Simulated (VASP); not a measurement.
# Ni (P6_3/mmc) in VASP: further runs

Runs on Ni. Level: PBE. Tasks: single point.

Program: VASP 6.6.1. These are calculated values, not measurements. Logs are shortened: lines on timing, memory, paths and dates and some standing lists are left out, and cuts for length are marked.

**1. The crystal as given**

Symmetry: P6_3/mmc, No. 194, hexagonal system. The conventional cell has a = 2.448 Å, b = 2.448 Å, c = 4.073 Å, α = 90.00°, β = 90.00°, γ = 120.00°. Around Ni (site symmetry -6m2) lie 12 Ni at 2.45 to 2.48 Å.

This isn't the form of Ni at room conditions, which is fcc.

**2. Single point, PBE, collinear spin, ferromagnetic start**

INCAR reads:

```
  ADDGRID = F
  ALGO = Normal
  EDIFF = 1E-6
  ENCUT = 350
  GGA = PE
  ISIF = 2
  ISMEAR = 0
  ISPIN = 2
  LASPH = T
  LCHARG = F
  LMAXMIX = 4
  LORBIT = 11
  LREAL = F
  LWAVE = F
  MAGMOM = 1 1
  NBANDS = 21
  NELM = 100
  PREC = Accurate
  SIGMA = 0.1
```

KPOINTS reads:

```
k-points
0
Gamma
  16 16 9
```

POSCAR reads:

```
Ni
1.0
    2.4480228978      0.0000000000      0.0000000000
   -1.2240114489      2.1200500186      0.0000000000
    0.0000000000      0.0000000000      4.0728075700
Ni
2
Direct
    0.6666666667      0.3333333333      0.7500000000
    0.3333333333      0.6666666667      0.2500000000
```

Potentials or basis: VASP PAW PBE potentials, release 64 (Ni).

Launch:

```bash
$ cat potpaw_PBE.64/Ni/POTCAR > POTCAR
$ mpirun -np 1 vasp_std > vasp.out
```

OUTCAR:

```text
EDIFF = 1E-6
   ENCUT = 350
   GGA = PE
   ISIF = 2
   ISMEAR = 0
   ISPIN = 2
   LASPH = T
   LORBIT = 11
   LREAL = F
   NELM = 100
   PREC = Accurate

 Found    150 irreducible k-points:

 Following reciprocal coordinates:
            Coordinates               Weight
  0.000000  0.000000  0.000000      1.000000
  0.062500  0.000000  0.000000      6.000000
  0.125000  0.000000  0.000000      6.000000
  0.187500  0.000000  0.000000      6.000000
  0.250000  0.000000  0.000000      6.000000
  0.312500  0.000000  0.000000      6.000000
   k-points           NKPTS =    150   k-points in BZ     NKDIM =    150   number of bands    NBANDS=     21
   number of dos      NEDOS =    301   number of ions     NIONS =      2
   total plane-waves  NPLWV =   7168
   dimension x,y,z NGX =    16 NGY =   16 NGZ =   28
   dimension x,y,z NGXF=    32 NGYF=   32 NGZF=   56
   ions per type =               2
   NGX,Y,Z   is equivalent  to a cutoff of  10.87, 10.87, 11.43 a.u.
   NGXF,Y,Z  is equivalent  to a cutoff of  21.73, 21.73, 22.86 a.u.
 SYSTEM =  unknown system
   PREC   = accura    normal or accurate (medium, high low for compatibility)
   ISTART =      0    job   : 0-new  1-cont  2-samecut
   ICHARG =      2    charge: 1-file 2-atom 10-const
   ISPIN  =      2    spin polarized calculation?
   LNONCOLLINEAR =      F non collinear calculations
   LSORBIT =      F    spin-orbit coupling
   LASPH  =      T    aspherical Exc in radial PAW
   ENCUT  =  350.0 eV  25.72 Ry    5.07 a.u.   3.73  3.73  6.21*2*pi/ulx,y,z
   NELM   =    100;   NELMIN=  2; NELMDL= -5     # of ELM steps
   EDIFF  = 0.1E-05   stopping-criterion for ELM
   LREAL  =      F    real-space projection
   EDIFFG = 0.1E-04   stopping-criterion for IOM
   NSW    =      0    number of steps for IOM
   IBRION =     -1    ionic relax: 0-MD 1-quasi-New 2-CG
   NFREE  =      0    steps in history (QN), initial steepest desc. (CG)
   ISIF   =      2    stress and relaxation
   ISYM   =      2    0-nonsym 1-usesym 2-fastsym
   POTIM  = 0.5000    time-step for ionic-motion
   TEBEG  =    0.0;   TEEND  =   0.0 temperature during run
   PSTRESS=    0.0 pullay stress
   NELECT =      20.0000    total number of electrons
   NUPDOWN=      -1.0000    fix difference up-down
   EMIN   =  10.00;   EMAX   =-10.00  energy-range for DOS
   EFERMI =   0.00;   METHOD = LEGACY
   ISMEAR =     0;   SIGMA  =   0.10  broadening in eV -4-tet -1-fermi 0-gaus
   EFERMI_NEDOS =   21; number of points for ismear=-14 and -15
   IALGO  =     38    algorithm
   IMIX   =      4    mixing-type and parameters
     AMIX     =   0.40;   BMIX     =  1.00
     AMIX_MAG =   1.60;   BMIX_MAG =  1.00
  volume/ion in A,a.u.               =      10.57        71.32
  Fermi-wavevector in a.u.,A,eV,Ry     =   1.607187  3.037143 35.144518  2.583049
  Thomas-Fermi vector in A             =   2.703255
   LORBIT       =     11    0 simple, 1 ext, 2 COOP (PROOUT), +10 PAW based schemes
   GGA     = PE    functional components
   LHFCALC =     F    Hartree Fock is set to
   AEXX    =    0.0000 exact exchange contribution
   IVDW    =     0    specifies the selected vdW correction
   LEPSILON=     F    determine dielectric tensor
   LRPA    =     F    only Hartree local field effects (RPA)
 spin polarized calculation
 Gauss-broadening in eV      SIGMA  =   0.10
  energy-cutoff  :      350.00
  volume of cell :       21.14
 maximum number of plane-waves:       324
 NGX is ok and might be reduce to    16
   NGX =  7   NGY =  7   NGZ = 13

 number of electron      20.0000025 magnetization       1.1898672

 Free energy of the ion-electron system (eV)
  ---------------------------------------------------
  ext. energy  EPLUGINS =         0.00000000
  ---------------------------------------------------
  free energy    TOTEN  =       -10.89225240 eV

  energy without entropy =      -10.86987076  energy(sigma->0) =      -10.88106158

 E-fermi :   9.8187     XC(G=0): -13.4287

 val. band max:        9.8147012279   @ k =   0.2500   0.1250   0.3333
 cond. band min:       9.8206565575   @ k =   0.1875   0.1875   0.3333
 fundamental gap:      0.0059553296
 Fermi energy:         9.8186595067

 spin component 1

 k-point     1 :       0.0000    0.0000    0.0000
  band No.  band energies     occupation
      1       0.5765      1.00000
      2       4.8049      1.00000
      3       7.2640      1.00000
      4       7.4208      1.00000
      5       7.4208      1.00000
      6       7.6847      1.00000
[... 13 lines left out ...]
     20      36.5646      0.00000
     21      40.4921      0.00000

 k-point     2 :       0.0625    0.0000    0.0000
  band No.  band energies     occupation
      1       0.7173      1.00000
      2       4.8942      1.00000
      3       7.1989      1.00000
      4       7.4697      1.00000
      5       7.4829      1.00000
      6       7.6517      1.00000
[... 13 lines left out ...]
     20      38.8944      0.00000
     21      38.9274      0.00000

 k-point     3 :       0.1250    0.0000    0.0000
  band No.  band energies     occupation
      1       1.1328      1.00000
      2       5.1396      1.00000
      3       7.0465      1.00000
      4       7.5086      1.00000
      5       7.5419      1.00000
      6       7.6487      1.00000
[... 13 lines left out ...]
     20      39.0960      0.00000
     21      39.8780      0.00000

 k-point     4 :       0.1875    0.0000    0.0000
  band No.  band energies     occupation
      1       1.7995      1.00000
      2       5.4609      1.00000
      3       6.8708      1.00000
      4       6.9458      1.00000
      5       7.3932      1.00000
      6       7.8572      1.00000
[... 13 lines left out ...]
     20      38.9282      0.00000
     21      38.9847      0.00000

 k-point     5 :       0.2500    0.0000    0.0000
  band No.  band energies     occupation
      1       2.6671      1.00000
      2       5.6904      1.00000
      3       6.4631      1.00000
      4       6.7758      1.00000
      5       7.3113      1.00000
      6       7.7752      1.00000
[... 13 lines left out ...]
     20      38.5001      0.00000
     21      38.9058      0.00000

 k-point     6 :       0.3125    0.0000    0.0000
  band No.  band energies     occupation
      1       3.6306      1.00000
      2       5.6859      1.00000
      3       6.0961      1.00000
      4       6.8130      1.00000
      5       7.3763      1.00000
      6       7.6381      1.00000
[... 13 lines left out ...]
     20      37.0575      0.00000
     21      38.4566      0.00000

 [... further k-points ...]

 spin component 2

 k-point     1 :       0.0000    0.0000    0.0000
  band No.  band energies     occupation
      1       0.5466      1.00000
      2       5.1826      1.00000
      3       7.9413      1.00000
      4       8.0636      1.00000
      5       8.0636      1.00000
      6       8.3450      1.00000
[... 13 lines left out ...]
     20      36.6413      0.00000
     21      40.5659      0.00000

 k-point     2 :       0.0625    0.0000    0.0000
  band No.  band energies     occupation
      1       0.6875      1.00000
      2       5.2774      1.00000
      3       7.8528      1.00000
      4       8.1281      1.00000
      5       8.1322      1.00000
      6       8.3086      1.00000
[... 13 lines left out ...]
     20      38.8536      0.00000
     21      38.9417      0.00000

 k-point     3 :       0.1250    0.0000    0.0000
  band No.  band energies     occupation
      1       1.1040      1.00000
      2       5.5398      1.00000
      3       7.6739      1.00000
      4       7.9019      1.00000
      5       8.1623      1.00000
      6       8.3157      1.00000
[... 13 lines left out ...]
     20      39.1999      0.00000
     21      39.9533      0.00000

 k-point     4 :       0.1875    0.0000    0.0000
  band No.  band energies     occupation
      1       1.7745      1.00000
      2       5.8913      1.00000
      3       7.3199      1.00000
      4       7.4679      1.00000
      5       8.0281      1.00000
      6       8.5349      1.00000
[... 13 lines left out ...]
     20      38.9177      0.00000
     21      39.0535      0.00000

 k-point     5 :       0.2500    0.0000    0.0000
  band No.  band energies     occupation
      1       2.6549      1.00000
      2       6.1646      1.00000
      3       6.8554      1.00000
      4       7.3289      1.00000
      5       7.9331      1.00000
      6       8.3789      1.00000
[... 13 lines left out ...]
     20      38.6180      0.00000
     21      38.9227      0.00000

 k-point     6 :       0.3125    0.0000    0.0000
  band No.  band energies     occupation
      1       3.6575      1.00000
      2       6.1918      1.00000
      3       6.5052      1.00000
      4       7.3091      1.00000
      5       7.9966      1.00000
      6       8.2344      1.00000
[... 13 lines left out ...]
     20      37.1628      0.00000
     21      38.4872      0.00000

 [... further k-points ...]

------------------------ aborting loop because EDIFF is reached ----------------------------------------

  FORCE on cell =-STRESS in cart. coord.  units (eV):
  Direction    XX          YY          ZZ          XY          YZ          ZX
  --------------------------------------------------------------------------------------
  -------------------------------------------------------------------------------------
  Total        0.9196810      0.9196810      0.5892570      0.0000000     -0.0000000      0.0000000
  in kB       69.7095541     69.7095541     44.6642322      0.0000000     -0.0000000      0.0000000
  external PRESSURE =      61.3611135 kB  Pullay stress =       0.0000000 kB

 VOLUME and BASIS-vectors are now :
 -----------------------------------------------------------------------------
  energy-cutoff  :      350.00
  volume of cell :       21.14
      direct lattice vectors                 reciprocal lattice vectors
     2.448022898  0.000000000  0.000000000     0.408492911  0.235843492  0.000000000
    -1.224011449  2.120050019  0.000000000     0.000000000  0.471686984  0.000000000
     0.000000000  0.000000000  4.072807570     0.000000000  0.000000000  0.245530873

 POSITION                                       TOTAL-FORCE (eV/Angst)
 -----------------------------------------------------------------------------------
      1.22401      0.70668      3.05461        -0.000000      0.000000      0.000000
     -0.00000      1.41337      1.01820         0.000000     -0.000000      0.000000
 -----------------------------------------------------------------------------------
    total drift:                               -0.000000      0.000000     -0.000000

  FREE ENERGIE OF THE ION-ELECTRON SYSTEM (eV)
  ---------------------------------------------------
  free  energy   TOTEN  =       -10.8922523964 eV

  energy  without entropy=      -10.8698707578  energy(sigma->0) =      -10.88106158

 total charge

# of ion       s       p       d       tot
------------------------------------------
    1        0.509   0.523   8.324   9.356
    2        0.509   0.523   8.324   9.356
--------------------------------------------------
tot          1.019   1.046  16.648  18.712

 magnetization (x)

# of ion       s       p       d       tot
------------------------------------------
    1       -0.005  -0.024   0.633   0.604
    2       -0.005  -0.024   0.633   0.604
--------------------------------------------------
tot         -0.010  -0.048   1.267   1.208
```

Run time: 30 s. Hardware: 1 thread of AMD EPYC 9R45 (Zen 5), shared host; peak memory 0.13 GiB.

These settings aren't checked as converged: the numbers below hold their error.

Results:

| Quantity | Value |
| --- | --- |
| Free energy | -10.8923 eV |
| Pressure | 6.1 GPa |
| Band gap on the k mesh | none (metal or under the smearing width) |
| Net moment | 1.19 μB per cell |
| Site moments | Ni +0.60 μB |
| Valence electrons inside the program's atomic spheres | Ni 9.36 |

**3. Single point, PBE, collinear spin, ferromagnetic start**

INCAR, as its differences from that of step 2:

```diff
@@ -3,3 +3,3 @@
   EDIFF = 1E-6
-  ENCUT = 350
+  ENCUT = 550
   GGA = PE
```

KPOINTS reads:

```
k-points
0
Gamma
  13 13 7
```

POSCAR is that of step 2.

Potentials or basis: VASP PAW PBE potentials, release 64 (Ni).

Launch:

```bash
$ cat potpaw_PBE.64/Ni/POTCAR > POTCAR
$ mpirun -np 1 vasp_std > vasp.out
```

It took 28 s on 1 thread of AMD EPYC 9R45 (Zen 5), shared host; peak memory 0.15 GiB.

The run converged, but some of its settings lie outside the range that counts as converged, so its numbers aren't taken as properties of the crystal.

Results:

```
Free energy                                           : -10.8839 eV
Pressure                                              : 6.8 GPa
Band gap on the k mesh                                : none (metal or under the smearing width)
Net moment                                            : 1.24 μB per cell
Site moments                                          : Ni +0.63 μB
Valence electrons inside the program's atomic spheres : Ni 9.36
```
